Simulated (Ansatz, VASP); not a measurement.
**Two plane-wave programs on LiBr**

```
Br Li
1.0
     0.00000    2.69450    2.69450
     2.69450    0.00000    2.69450
     2.69450    2.69450    0.00000
Br Li
1 1
Direct
  0.50000 0.50000 0.50000
  0.00000 0.00000 0.00000
```

Change from the starting cell: volume scaled by 0.94.

Alike in both runs: task single point; functional PBEsol; k mesh 8 × 8 × 8; occupations fermi-dirac, width 0.05 eV; no spin polarisation.

```csv
,VASP,Ansatz
version,VASP 6.6.1,Ansatz 0.2.0
potentials or method,"VASP PAW PBE potentials, release 64 (Br, Li_sv)",Ansatz PAW
plane-wave cutoff (eV),520,420
valence electrons in the cell,10,10
```

```tsv
	VASP	Ansatz	Ansatz less VASP
gap on the k mesh at the Fermi level (eV)	5.05	5.04	-0.009
least direct gap on the mesh (eV)	5.05	5.04	-0.009
```

 A k mesh can miss the band edges.
